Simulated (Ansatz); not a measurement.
Runs of Ansatz 0.2.0 on Ca. It takes space group P6_3/mmc (No. 194, hexagonal). Conventional cell: a = 3.980 Å, b = 3.980 Å, c = 6.520 Å, α = 90.00°, β = 90.00°, γ = 120.00°. Ca (site symmetry -6m2) is surrounded by 12 Ca at 3.98 to 3.99 Å. This isn't the form of Ca at room conditions, which is fcc.

```tsv
level	cutoff (eV)	pressure (GPa)
BLYP	78	-0.6
PBEsol	78	-1.4
RPBE	77	0.0
LDA	78	(a)
revPBE	77	(b)
```

Alike in all rows: task band structure; potentials or basis all-electron LAPW, scalar-relativistic; no spin polarisation; cell as given; k mesh 8 × 8 × 4; smearing fermi-dirac 0.05 eV; basis error allowed 0.001 eV/atom.

Question: Fill in the values left out.

Answer: (a) -2.3; (b) -0.2.

Caveats: the cell was measured hot, at 723 K.

Runs at the PBE level aren't shown here.
